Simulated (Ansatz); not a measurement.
# HgTe (F-43m), a sublattice moved along a line

These are results of DFT PBEsol, scalar-relativistic, plane waves, PAW (Ansatz 0.2.0), not measurements. Cutoff 420 eV, Γ-centred 14×14×14 k-points, Gaussian smearing of 0.15 eV. Spin–orbit coupling is left out, which can shift energies with elements as heavy as these. No spin polarisation. Energies are free energies at this smearing, counted from the undisturbed cell; pressure is positive in compression.

Zero of the scan (as given, not relaxed at this level; it stands at 1.3 GPa):

```
CELL_PARAMETERS angstrom
0.00000 3.22350 3.22350
3.22350 0.00000 3.22350
3.22350 3.22350 0.00000
ATOMIC_POSITIONS crystal
Hg 0.00000 0.00000 0.00000
Te 0.75000 0.75000 0.75000
```

Every Hg atom is moved by x along the Cartesian unit vector (-0.577, -0.577, -0.577); the cell and all other atoms stay fixed. The cell is metallic on the mesh throughout.

| x (Å) | ΔE (meV/cell) |
| --- | --- |
| -0.1000 | 16.8 |
| -0.0750 | 9.8 |
| -0.0500 | 4.5 |
| -0.0250 | 1.2 |
| 0.0000 | 0.0 |
| 0.0250 | 1.3 |
| 0.0500 | 5.3 |
| 0.0750 | 12.3 |
| 0.1000 | 22.8 |

(1) Predict the force along x on the moved atoms (eV/Å) at each point.

Results:

(1)
```tsv
x (Å)	force along x on the moved atoms (eV/Å)
-0.1000	0.31
-0.0750	0.25
-0.0500	0.17
-0.0250	0.09
0.0000	0.00
0.0250	-0.10
0.0500	-0.22
0.0750	-0.35
0.1000	-0.49
```